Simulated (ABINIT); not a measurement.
A run of ABINIT 10.8.3 (patched build):

The input run.abi:

```
# Pseudopotentials
pp_dirpath "./"
pseudos "Mg.upf, B.upf"

# Structure
acell 3.085 3.085 3.523 Angstrom
rprim
     1.0000000000     0.0000000000     0.0000000000
    -0.5000000000     0.8660254038     0.0000000000
     0.0000000000     0.0000000000     1.0000000000
ntypat 2
znucl 12 5
natom 3
typat 1 2 2
xred
     0.0000000000     0.0000000000     0.0000000000
     0.6666666667     0.3333333333     0.5000000000
     0.3333333333     0.6666666667     0.5000000000

# Plane-wave basis
ecut 38.0

# k points
kptopt 1
ngkpt 8 8 6
nshiftk 1
shiftk 0.0 0.0 0.0

# Exchange and correlation
ixc -116133

# Bands and occupations
nband 12
occopt 3
tsmear 0.00183747

# SCF cycle
nstep 100
tolvrs 1.0e-10

# Output
iomode 3
prtwf 0
prtden 0
prteig 0
prtebands 0
enunit 2
```

Potentials or basis: PseudoDojo NC SR PBEsol v0.4.1 standard.

Command:

```bash
$ abinit run.abi > log 2>&1
```

Hardware: 1 thread of Arm Neoverse V1 (shared host).

Estimate the wall time of this run.

Run time: 28 s on 1 thread of Arm Neoverse V1, on a shared host, peak memory 0.08 GiB. Counts: scf iterations 9, mpi ranks 1, k points 40, bands 12, plane waves 2204.
